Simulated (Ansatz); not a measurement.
Structure: CdI2 (CdI2 type), at its r2SCAN+rVV10 minimum. Space group P-3m1 (No. 164), trigonal; a = 4.247 Å, c = 6.895 Å in the conventional setting, 35.90 Å³ an atom. Around Cd lie 6 I at 2.99 Å; around I lie 3 Cd at 2.99 Å.

```cif
data_structure
_symmetry_space_group_name_H-M 'P 1'
_symmetry_Int_Tables_number 1
_cell_length_a 4.2470
_cell_length_b 4.2470
_cell_length_c 6.8950
_cell_angle_alpha 90.000
_cell_angle_beta 90.000
_cell_angle_gamma 120.000
_cell_volume 107.70
loop_
_atom_site_label
_atom_site_type_symbol
_atom_site_fract_x
_atom_site_fract_y
_atom_site_fract_z
_atom_site_occupancy
Cd1 Cd 0.00000 0.00000 0.00000 1
I1 I 0.33333 0.66667 0.24939 1
I2 I 0.66667 0.33333 0.75061 1
```

The questions ask for values computed with the plane-wave code Ansatz on this geometry. Calculated for a static, non-magnetic cell.

**Question.** Is there a gap with r2SCAN, and of what kind?

**Answer.** The r2SCAN gap is indirect, 2.78 eV (k = (-0.120, 0.120, 0.214) to k = (0, 0.456, 0.359)), below the direct gap of 3.15 eV at k = (0, 0.417, 1/4).

**Question.** What does PBE+SOC give for the gap (12×12×4 mesh)?

**Answer.** The PBE+SOC gap is indirect, 2.02 eV (A to k = (0, 0.456, 0.359)), below the direct gap of 2.30 eV at Γ. The gap differs by -0.76 eV from r2SCAN's.

**Question.** What does HSE06 give for the gap (6×6×4 mesh)?

**Answer.** With HSE06 the valence top lies at k = (-0.120, 0.120, 0.214) and the conduction bottom at k = (0, 0.456, 0.359), 3.28 eV higher; the smallest vertical gap, at Γ, is 3.65 eV. The gap differs by +0.50 eV from r2SCAN's.

**Question.** How does the gap change from r2SCAN to PBE0 (6×6×4)?

**Answer.** With PBE0 the valence top lies at k = (-0.120, 0.120, 0.214) and the conduction bottom at k = (0, 0.456, 0.359), 3.97 eV higher; the smallest vertical gap, at Γ, is 4.32 eV. The gap differs by +1.19 eV from r2SCAN's.

Only the levels marked +SOC include spin-orbit coupling.

Where an edge lies off the special points, it is a point of the mesh or the k point where a search put PBE's edge or least direct gap, reused for the other functionals, whose own edges may lie a little apart.

Coordinates of k points refer to the reciprocal vectors of the primitive cell of the runs.

The meshes of the hybrids are coarse, so their gaps aren't converged to the digits shown.

PBE's own run along the path (2.36 eV) came before the search for the edges and missed one, so it isn't listed.
